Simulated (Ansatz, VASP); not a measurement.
# One calculation of Al, two programs

```
CELL_PARAMETERS angstrom
0.00000 2.01946 2.01946
2.01946 0.00000 2.01946
2.01946 2.01946 0.00000
ATOMIC_POSITIONS crystal
Al 0.85863 0.10022 0.10499
```

Alike in both runs: task single point; functional PBE; k mesh 10 × 10 × 10; occupations gaussian, width 0.1 eV; no spin polarisation.

|  | VASP | Ansatz |
| --- | --- | --- |
| version | VASP 6.6.1 | Ansatz 0.2.0 |
| potentials or method | VASP PAW PBE potentials, release 64 (Al) | scalar-relativistic, plane waves, PAW |
| plane-wave cutoff (eV) | 520 | 420 |
| valence electrons in the cell | 3 | 3 |

```tsv
	VASP	Ansatz	Ansatz less VASP
gap on the k mesh at the Fermi level (eV)	none	none	-
pressure (GPa)	-0.1	0.0	+0.04
```

A gap of «none» marks a metal or a gap that the smearing closes. With one functional, cell and mesh, what is left measures potentials, basis and numerics.
